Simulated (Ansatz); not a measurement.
## BAs (F-43m), clamped-ion strain scan

All numbers below come from DFT PBE, scalar-relativistic, plane waves, PAW in Ansatz 0.2.0. Settings: plane waves to 420 eV, k-mesh 10×10×10 (Γ-centred), Gaussian smearing 0.05 eV. No spin polarisation. Energies are free energies at this smearing, counted from the undisturbed cell; pressure is positive in compression.

Reference structure (relaxed at this level):

```
CELL_PARAMETERS angstrom
0.00000 2.40441 2.40441
2.40441 0.00000 2.40441
2.40441 2.40441 0.00000
ATOMIC_POSITIONS crystal
B 0.00000 0.00000 0.00000
As 0.75000 0.75000 0.75000
```

The cell is strained by ε times the Voigt pattern (0, 1, 0, 0, 0, 0) (xx, yy, zz, yz, xz, xy; engineering shear) with fractional coordinates fixed.

```
      ε  ΔE (meV/atom) stress summed along the pattern (GPa, tension positive)
-0.0400           19.3                                                   -11.23
-0.0300           10.8                                                    -8.34
-0.0200            4.8                                                    -5.51
-0.0100            1.2                                                    -2.74
 0.0000            0.0                                                    -0.04
 0.0100            1.1                                                     2.60
 0.0200            4.5                                                     5.18
 0.0300           10.1                                                     7.68
 0.0350           13.7                                                     8.91
 0.0400           17.8                                                    10.12
```